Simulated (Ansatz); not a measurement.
# Si2Ni: the cost of one run

Program: Ansatz 0.2.0. Level of theory: DFT PBE, scalar-relativistic, plane waves, PAW. These are calculated values, not measurements.

2 further runs of the same task are left out: 1 that didn't finish, 1 set aside as unsound or not needed.

### Step 1. The starting structure

Symmetry: Fm-3m, No. 225, cubic system. The conventional cell has a = 5.447 Å, b = 5.447 Å, c = 5.447 Å, α = 90.00°, β = 90.00°, γ = 90.00°. Around Si (site symmetry -43m) lie 4 Ni at 2.36 Å. Ni (site symmetry m-3m) is surrounded by 8 Si at 2.36 Å.

As a file:

```cif
data_structure
_symmetry_space_group_name_H-M 'Fm-3m'
_symmetry_Int_Tables_number 225
_cell_length_a 5.4469
_cell_length_b 5.4469
_cell_length_c 5.4469
_cell_angle_alpha 90.000
_cell_angle_beta 90.000
_cell_angle_gamma 90.000
_cell_volume 161.60
loop_
_atom_site_label
_atom_site_type_symbol
_atom_site_symmetry_multiplicity
_atom_site_Wyckoff_symbol
_atom_site_fract_x
_atom_site_fract_y
_atom_site_fract_z
_atom_site_occupancy
Si1 Si 8 c 0.25000 0.75000 0.75000 1
Ni1 Ni 4 a 0.00000 0.00000 0.00000 1
```

It is the result of an earlier relaxation at this level (volume 13.47 Å³/atom; gap on the mesh: none (metal)).

### Step 2. Electronic structure at the relaxed geometry

input.yaml reads:

```yaml
crystal:
  lattice:
    - [0.0, 2.7234320615, 2.7234320615]
    - [2.7234320615, 0.0, 2.7234320615]
    - [2.7234320615, 2.7234320615, 0.0]
  atoms:
    - { symbol: Si, position: [0.25, 0.25, 0.25] }
    - { symbol: Si, position: [0.75, 0.75, 0.75] }
    - { symbol: Ni, position: [0.0, 0.0, 0.0] }
basis:
  ecutwfc: 420
kpoints:
  mp_grid: { grid: [14, 14, 14] }
  band_path:
    path:
      - [[0.0, 0.0, 0.0], [0.5, 0.0, 0.5], [0.625, 0.25, 0.625]]
      - [[0.375, 0.375, 0.75], [0.0, 0.0, 0.0], [0.5, 0.5, 0.5], [0.5, 0.25, 0.75], [0.5, 0.0, 0.5]]
    npoints: 14
hamiltonian:
  xc: pbe
scf:
  occupations: { method: gaussian, width: 0.1 }
  n_extra_bands: 7
output:
  forces: true
  stress: true
  eigenvalues: true
  populations: true
  dos: { projected: true, de: 0.02, nscf_kmesh: { grid: [21, 21, 21] } }
  bader: true
```

On the command line:

```console
$ ansatz run input.yaml --threads 1 --pin off --max-ram 2560MiB --backend cpu --events-out ev --progress --plain --runs-dir out
```

What time and memory should one allow on 1 thread of Arm Neoverse V2, shared host?

About 32 s, with a peak of 0.39 GiB.
